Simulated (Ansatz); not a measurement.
Theory: DFT PBE, scalar-relativistic, plane waves, PAW in Ansatz. All cells share a 420 eV cutoff and Γ-centred k meshes spaced at most about 0.3 Å⁻¹ (about 0.25 or finer for metals, 2π included). No spin polarisation in the final relaxations.

Temperature and zero-point effects are left out.

Two forms of C were relaxed alike.

1.

Space group P4_2/mmc (No. 131). a = 2.600 Å, b = 2.600 Å, c = 5.988 Å, α = 90.00°, β = 90.00°, γ = 90.00°
| atom | site | symmetry | x | y | z |
| --- | --- | --- | --- | --- | --- |
| C | 4i | 2mm. | 0.0000 | 0.5000 | 0.3882 |
| C | 2e | -4m2 | 0.0000 | 0.0000 | 0.7500 |

2.

Space group P6_522 (No. 179). a = 4.156 Å, b = 4.156 Å, c = 4.989 Å, α = 90.00°, β = 90.00°, γ = 120.00°
```
atom  site  symmetry       x       y       z
   C   12c         1  0.0840  0.7185  0.9524
```

Problem. Which form is favoured at zero pressure, and by what margin per atom?

Solution. Cell 1 is lower, by 0.37 eV/atom. Cell 1 has space group P4_2/mmc (No. 131), 6.7 Å³/atom and no gap on its mesh; cell 2 has space group P6_522 (No. 179), 6.2 Å³/atom and a gap of 2.29 eV. Counting all near atoms (those within 1.25 times the shortest such distance or 1.15 times the sum of covalent radii; a plus sign parts nearer from farther groups; a slash parts the counts of unlike sites), cell 1 has C 1+2/4 and cell 2 has C 4. The lower one is the more open, so pressure narrows the difference. Both come from invented guesses. The part of the Crystallography Open Database at hand lists C in space groups No. 58, 69, 71, 141, 166 and others; no cell shown has one of them.

Kohn–Sham gaps at this level usually fall short of measured ones. Cells relaxed within their symmetry can be saddle points.

The preference for cell 1 reflects strain in its rival more than any general advantage of mixed trigonal and tetrahedral carbon. Cell 2 is fully four-coordinate, as diamond is, but its coordinates give bond angles ranging from below a right angle to well above the tetrahedral value. The resulting poor sp³ overlap probably costs more than cell 1 loses by combining short C=C pairs with tetrahedral linkers.

The electronic contrast follows from the same bonding. Saturated σ bonds leave cell 2 with a gap of 2.29 eV, whereas the trigonal atoms of cell 1 carry π states. Their p orbitals point at one another along a lateral repeat of only 2.600 Å, far closer than the layers in graphite, so through-space overlap probably broadens the π and π* bands until they meet.

The margin of 0.37 eV/atom ranks only these two networks. Graphite and diamond, which avoid most of this strain, should lie well below both, and the smaller volume of cell 2 does not by itself establish a transition to it under pressure.
